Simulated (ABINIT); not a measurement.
Runs of ABINIT 10.8.3 (patched build) on PtSe2 (Sudovikovite). The structure is trigonal, space group P-3m1 (No. 164). Conventional cell: a = 3.724 Å, b = 3.724 Å, c = 5.062 Å, α = 90.00°, β = 90.00°, γ = 120.00°. Pt (site symmetry -3m) has 6 Se at 2.49 Å as nearest neighbours. Se (site symmetry 3m) is surrounded by 3 Pt at 2.49 Å. 

```tsv
task	level	potentials or basis	k mesh	cutoff (eV)	fine-grid cutoff	mesh quality	gap on the mesh (eV)	pressure (GPa)	largest force (eV/Å)
band structure	AM05	JTH PAW PBE v2.0	8 × 8 × 5	544	1088.46 eV	not flagged	none	2.6	(b)
band structure	LDA-Teter	JTH PAW LDA v2.0	8 × 8 × 5	544	1088.46 eV	not flagged	none	0.0	0.27
single point	LDA	JTH PAW LDA v2.0	10 × 10 × 6	544	1088.46 eV	not flagged	none	-0.1	(a)
single point	r2SCAN	JTH PAW PBE v2.0	3 × 3 × 2	653	1251.72 eV	coarse	none	-	0.35
band structure	LDA	JTH PAW LDA v2.0	8 × 8 × 5	544	1088.46 eV	not flagged	none	-0.1	0.27
```

Alike in all rows: no spin polarisation; cell as given; smearing fermi-dirac 0.05 eV.

Q: Estimate the missing entries.

A: (a) 0.23; (b) 0.29.

Caveats: some runs use coarse meshes; the PAW data sets were made with another functional, which shifts forces and pressure a little (some runs).

A k mesh can miss the band edges, and the runs leave out spin-orbit coupling on Pt, Se.

A gap of «none» marks a metal or a gap under the smearing width.

Not every run made on this cell is shown here.
